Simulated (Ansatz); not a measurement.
Write the native input for Ansatz 0.2.0 that does the following.

| Property | Result |
| --- | --- |
| Task | band structure |
| Functional | PBEsol |
| Potentials or basis | Ansatz PAW |
| Cutoff | 420 eV (not typed: the program's choice for these potentials) |
| k mesh | 10 × 10 × 3 |
| Occupations | fermi-dirac, width 0.05 eV |
| Spin | spin-orbit coupling, no magnetisation |
| Path | [["G", "M", "K", "G", "A", "L", "H", "A"], ["L", "M"], ["K", "H"]] |
| Points for each segment of the path | 14 |

Crystal: MoS2.

```
Mo S
1.0
     3.16900    0.00000    0.00000
    -1.58450    2.74443    0.00000
     0.00000    0.00000   12.32400
Mo S
2 4
Direct
  0.66667 0.33333 0.75000
  0.33333 0.66667 0.25000
  0.66667 0.33333 0.37700
  0.33333 0.66667 0.87700
  0.66667 0.33333 0.12300
  0.33333 0.66667 0.62300
```

The input as run:

input.yaml

```yaml
crystal:
  lattice:
    - [3.169, 0.0, 0.0]
    - [-1.5845, 2.7444345046, 0.0]
    - [0.0, 0.0, 12.324]
  atoms:
    - { symbol: Mo, position: [0.6666666667, 0.3333333333, 0.75] }
    - { symbol: Mo, position: [0.3333333333, 0.6666666667, 0.25] }
    - { symbol: S, position: [0.6666666667, 0.3333333333, 0.377] }
    - { symbol: S, position: [0.3333333333, 0.6666666667, 0.877] }
    - { symbol: S, position: [0.6666666667, 0.3333333333, 0.123] }
    - { symbol: S, position: [0.3333333333, 0.6666666667, 0.623] }
hamiltonian:
  xc: pbesol
  pseudopotentials: { kind: paw_fr }
magnetization:
  noncollinear: true
  spin_orbit: true
kpoints:
  mp_grid: { grid: [10, 10, 3] }
  band_path:
    path:
      - [[0.0, 0.0, 0.0], [0.5, 0.0, 0.0], [0.3333333333, 0.3333333333, 0.0], [0.0, 0.0, 0.0], [0.0, 0.0, 0.5], [0.5, 0.0, 0.5], [0.3333333333, 0.3333333333, 0.5], [0.0, 0.0, 0.5]]
      - [[0.5, 0.0, 0.5], [0.5, 0.0, 0.0]]
      - [[0.3333333333, 0.3333333333, 0.0], [0.3333333333, 0.3333333333, 0.5]]
    npoints: 14
scf:
  occupations: { method: fermi_dirac, width: 0.05 }
  n_extra_bands: 15
output:
  forces: true
  stress: true
  eigenvalues: true
  fatbands: false
```

Potentials or basis: Ansatz PAW.

Run with:

```bash
$ ansatz run input.yaml --threads 2 --pin off --max-ram 5632MiB --backend cpu --events-out ev --progress --plain --runs-dir out
```

It gave:

* Pressure: -3.0 GPa
* Largest force: 0.312 eV/Å
* Band gap on the k mesh: 0.87 eV, indirect (least direct gap 1.84 eV)
* Band gap along the path: 0.84 eV, indirect (least direct gap 1.62 eV)

Caveat: this functional lacks dispersion, which binds the layers, so the pressure and a relaxed spacing across them are unreliable; the PAW data sets come from PBE, with cores solved anew for the run's functional, which leaves a small shift of forces and pressure.

It took 71 s on 2 threads of Intel(R) Xeon(R) Platinum 8259CL CPU @ 2.50GHz (Skylake/Cascade Lake), on a shared host, peak memory 1.2 GiB.
